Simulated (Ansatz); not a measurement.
## TiO₂ — ⁴⁷Ti nuclear quadrupole resonance

Cell: a computed structure from the Materials Project (it need not be an observed phase), atoms as given.

```
CELL_PARAMETERS angstrom
-2.97316 3.28737 3.28740
2.97316 -3.28737 3.28740
2.97316 3.28737 -3.28740
ATOMIC_POSITIONS crystal
Ti 0.50475 0.75475 0.75000
Ti 0.49524 0.24524 0.25000
Ti 0.00000 0.00000 0.50000
Ti 0.00000 0.50000 0.00000
O 0.30492 0.30477 0.49985
O 0.19548 0.25038 0.94510
O 0.30492 0.80507 0.00015
O 0.80528 0.25038 0.55490
O 0.19472 0.74962 0.44510
O 0.80452 0.74962 0.05490
O 0.69508 0.19493 0.99985
O 0.69508 0.69523 0.50015
```

Sites (sets of like atoms) are named by element and the number of their first atom in this list.

Method: Kohn–Sham DFT in Ansatz, r2SCAN, plane waves and PAW, scalar-relativistic, 500 eV cutoff, Γ-centred 6×6×6 k-points, Fermi–Dirac smearing 0.02 eV.

⁴⁷Ti: I = 5/2, Q = 302.0 mb (year-2017 value). Static lattice, zero field.

(1) Predict the zero-field ⁴⁷Ti lines of each site.

(2) And for ⁴⁹Ti (I = 7/2, Q = 247.0 mb) on Ti1?

Results:

(1) For I = 5/2 and η = 0 the lines are 3|C_Q|/20 and twice that; η pulls their ratio below 2.

```tsv
site	atoms	V_zz (10²¹ V/m²)	C_Q (MHz)	η	line frequencies (MHz)
Ti1	1, 2	-2.37	-17.3	0.57	3.39, 4.91
Ti3	3, 4	-2.33	-17.0	0.60	3.40, 4.80
```

(2) C_Q scales with Q to -14.2 MHz, with lines at 1.82, 1.85, 2.93, 3.67 MHz.

At this cell the r2SCAN pressure is -7 GPa, so with r2SCAN the cell would shrink if it were relaxed. The entry's cell may itself be off.

Hardware: 1 thread of Intel Xeon Platinum 8488C (Sapphire Rapids) (x86_64; 64 cores open to the job, memory cap 2.5 GiB, no GPU), a shared host with a load of 0.4 a core. Wall time 41 s, CPU time 41 s, peak memory 1.1 GiB.
